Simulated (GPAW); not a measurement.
Input of a GPAW 26.7.0 run:

Contents of run.py:

```python
import numpy as np
from ase.dft.bandgap import bandgap
from ase.io import read, write
from gpaw import GPAW, PW
from gpaw.spinorbit import soc_eigenstates

atoms = read('POSCAR')

calc = GPAW(mode=PW(600),
            xc={'name': 'optPBE-vdW', 'backend': 'libvdwxc'},
            kpts={'size': (6, 6, 6), 'gamma': True},
            occupations={'name': 'fermi-dirac', 'width': 0.05},
            nbands=19,
            convergence={'density': 1e-05, 'energy': 1e-05},
            maxiter=150,
            txt='gpaw.txt')
atoms.calc = calc
energy = atoms.get_potential_energy()
forces = atoms.get_forces()
calc.write('gs.gpw')
write('result.traj', atoms)
print(f'Energy: {energy:.6f} eV')
print('Forces (eV/A):')
print(forces.round(4))
print('Fermi level:', round(calc.get_fermi_level(), 4), 'eV')
print(f'Gap: {bandgap(calc)[0]:.4f} eV, direct: {bandgap(calc, direct=True)[0]:.4f} eV')

path = atoms.cell.bandpath('GXWKGLUWLK,UX', npoints=100, eps=1e-4)
bs_calc = calc.fixed_density(kpts=path, symmetry='off', nbands=32,
                             convergence={'bands': 'CBM+6.0', 'eigenstates': 1e-6}, txt='bands.txt')
bs = bs_calc.band_structure()
bs.write('bs.json')
print(f'Gap on the path: {bandgap(bs_calc)[0]:.4f} eV')

soc = soc_eigenstates(bs_calc, theta=0, phi=0)
np.savetxt('soc_bands.dat', soc.eigenvalues(), fmt='%.4f')
mesh = soc_eigenstates('gs.gpw', theta=0, phi=0)
np.savetxt('soc_mesh.dat', mesh.eigenvalues(), fmt='%.4f')
print('Fermi level with spin-orbit coupling:', round(mesh.fermi_level, 4), 'eV')
```

Contents of POSCAR:

```
TePb
1.0
    0.0000000000      3.2310000000      3.2310000000
    3.2310000000      0.0000000000      3.2310000000
    3.2310000000      3.2310000000      0.0000000000
Pb Te
1 1
Direct
    0.0000000000      0.0000000000      0.0000000000
    0.5000000000      0.5000000000      0.5000000000
```

Potentials or basis: GPAW PAW data sets (gpaw-data 1.2.1), pw.

Launch:

```console
$ OMP_NUM_THREADS=1 python run.py
```

Problem. Predict the band gap along the path.

Solution. 0.15 eV, indirect (least direct gap 0.29 eV).

Problem. Predict the band gap on the k mesh.

Solution. 0.20 eV, indirect (least direct gap 0.32 eV).

Levels at the corners of the path, in eV from the valence-band top:
```
point  band 18  band 19  band 20  band 21  band 22  band 23
    Γ    -0.92    -0.92    -0.92     2.26     2.28     4.92
    X    -3.24    -2.38    -2.38     3.44     3.44     4.32
    W    -3.75    -0.33    -0.33     1.50     1.50     5.29
    K    -2.62    -1.79    -1.79     2.95     2.95     4.21
    Γ    -0.92    -0.92    -0.92     2.26     2.28     4.92
    L    -0.59    -0.23    -0.23     0.16     0.16     1.45
    U    -2.62    -1.79    -1.79     2.95     2.95     4.21
    W    -3.75    -0.33    -0.33     1.50     1.50     5.29
    L    -0.59    -0.23    -0.23     0.16     0.16     1.45
    K    -2.62    -1.79    -1.79     2.95     2.95     4.21
    U    -2.62    -1.79    -1.79     2.95     2.95     4.21
    X    -3.24    -2.38    -2.38     3.44     3.44     4.32
```

Caveat: spin-orbit coupling was added after a scalar SCF, so levels and gaps hold it while energy, forces, pressure and moments don't; this program's spin-orbit splittings come out too wide for heavy elements; the PAW data sets were made with another functional, which shifts forces and pressure a little.

**The experiment to reproduce.**

A printed reference work, monograph reports, for a bulk crystal of TePb at 4.2 K: band gap 0.19 eV (direct).

A measured direct gap of TePb is 0.19 eV (direct; 4.2 K; a printed reference work, monograph); the calculated 0.29 eV misses it by +0.10 eV. The value is that of optPBE-vdW, without temperature or zero-point motion.
